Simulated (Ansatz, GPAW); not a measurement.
One calculation of Sn, 3 ways

```
Sn
1.0
    -2.94014    2.94014    1.59930
     2.94014   -2.94014    1.59930
     2.94014    2.94014   -1.59930
Sn
2
Direct
  0.00000 0.00000 0.00000
  0.75000 0.25000 0.50000
```

Alike in all runs: task single point; functional PBE; k mesh 9 × 9 × 9; occupations gaussian, width 0.011 eV; no spin polarisation; no spin-orbit coupling. Pressure is positive in compression and, in plane waves, holds the error of the finite cutoff, which Ansatz's Pulay term estimates and takes out.

| program and potentials | plane-wave cutoff (eV) | notes | pressure (GPa) |
| --- | --- | --- | --- |
| Ansatz, Ansatz PAW | 420 | Pulay term of +0.03 GPa included | 1.42 |
| GPAW, GPAW PAW data sets (gpaw-data 1.2.1) | 600 | - | 1.14 |
| Ansatz, all-electron LAPW, scalar-relativistic | - | - | 1.42 |

The pressure spans 1.14 (GPAW, GPAW PAW data sets (gpaw-data 1.2.1)) to 1.42 GPa (Ansatz, all-electron LAPW, scalar-relativistic), with all-electron results at 1.42.

The functional is the same throughout but for its coding, so the spread measures potentials, basis and numerics; runs on potential files found faulty are left out.
